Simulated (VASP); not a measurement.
## MoS2 under changes of volume

One of the cells (18.083 Å³/atom); the others are scaled copies at fixed shape and fractional positions:

```xyz
3
Lattice="1.5905 0.9183 6.1907 -1.5905 0.9183 6.1907 0.0000 -1.8365 6.1907" Properties=species:S:1:pos:R:3 pbc="T T T"
Mo    0.0000    0.0000    0.0000
S     0.0000    0.0000    7.7446
S     0.0000    0.0000    4.6430
```

Measurements of this composition are mostly on another form, of space group No. 194.

| Property | Result |
| --- | --- |
| Program | VASP 6.6.1 |
| Functional | PBE |
| Potentials or basis | VASP PAW PBE potentials, release 64 (Mo_sv, S) |
| Cutoff | 520 eV |
| k mesh | 10 × 10 × 10 |
| Occupations | fermi-dirac, width 0.05 eV |
| Spin | no spin polarisation |

| volume (Å³/atom) | energy over the lowest point (meV/atom) | pressure (GPa) | gap on the mesh (eV) | largest force (eV/Å) |
| --- | --- | --- | --- | --- |
| 16.664 | 81.09 | 16.7 | 0.91 | 1.663 |
| 17.019 | ? | ? | ? | ? |
| 17.373 | 25.22 | 8.7 | 0.95 | 0.863 |
| 18.083 | 1.64 | 2.1 | 0.98 | 0.176 |
| 18.437 | 0.00 | -0.7 | 0.99 | 0.209 |
| 18.792 | 4.24 | -3.2 | 1.00 | 0.490 |

Q: What does the run at 17.019 Å³/atom give?

A: Energy over the lowest point 48.69 meV/atom; pressure 12.5 GPa; gap on the mesh 0.93 eV; largest force 1.247 eV/Å.

Worked out: A Birch-Murnaghan fit of order 3 (a polynomial in V^(-2/3)) to the other rows has its minimum at 18.35 Å³/atom with B0 = V·E''(V) = 141 GPa and B' = 4.4 at fixed shape and positions, which overstates the stiffness. It gives 48.64 meV/atom at 17.019 Å³/atom, against the run's 48.69, and -dE/dV = 12.5 GPa, against 12.5. A straight line through the other rows of the gap, of slope 0.75 eV per unit of ln V, gives 0.93 eV, against the run's 0.93.

Energies are extrapolated to zero smearing.

Caveats: forces of over 1 eV/Å show positions far from the minimum, so gaps and moduli don't describe the material at rest (some runs).

A mesh can miss the band edges. Spin-orbit coupling on Mo is left out.
